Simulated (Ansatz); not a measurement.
**MgSe under changes of volume**

One of the cells (20.246 Å³/atom); the others are scaled copies at fixed shape and fractional positions:

```
Se Mg
1.0
     0.00000    2.72550    2.72550
     2.72550    0.00000    2.72550
     2.72550    2.72550    0.00000
Se Mg
1 1
Direct
  0.50000 0.50000 0.50000
  0.00000 0.00000 0.00000
```

* Program: Ansatz 0.2.0
* Functional: PBE
* Potentials or basis: Ansatz PAW
* Cutoff: 420 eV (not typed: the program's choice for these potentials)
* k mesh: 8 × 8 × 8
* Occupations: fermi-dirac, width 0.05 eV
* Spin: no spin polarisation

| volume (Å³/atom) | energy over the lowest point (meV/atom) | pressure (GPa) | gap on the mesh (eV) |
| --- | --- | --- | --- |
| 19.031 | ? | ? | ? |
| 19.436 | 21.46 | 5.1 | 1.89 |
| 19.841 | 10.67 | 3.5 | 1.86 |
| 20.246 | 3.74 | 2.0 | 1.82 |
| 20.651 | 0.29 | 0.7 | 1.79 |
| 21.056 | 0.00 | -0.5 | 1.76 |
| 21.461 | 2.56 | -1.5 | 1.73 |

Q: What does the run at 19.031 Å³/atom give?

A: Energy over the lowest point 36.50 meV/atom; pressure 6.9 GPa; gap on the mesh 1.93 eV.

Worked out: A Birch-Murnaghan fit of order 3 (a polynomial in V^(-2/3)) to the other rows has its minimum at 20.89 Å³/atom with B0 = V·E''(V) = 61 GPa and B' = 4.1. It gives 36.52 meV/atom at 19.031 Å³/atom, against the run's 36.50, and -dE/dV = 6.9 GPa, against 6.9. A straight line through the other rows of the gap, of slope -1.63 eV per unit of ln V, extrapolates to 1.92 eV, against the run's 1.93.

Energies are extrapolated to zero smearing.

A mesh can miss the band edges. Spin-orbit coupling on Se is left out.
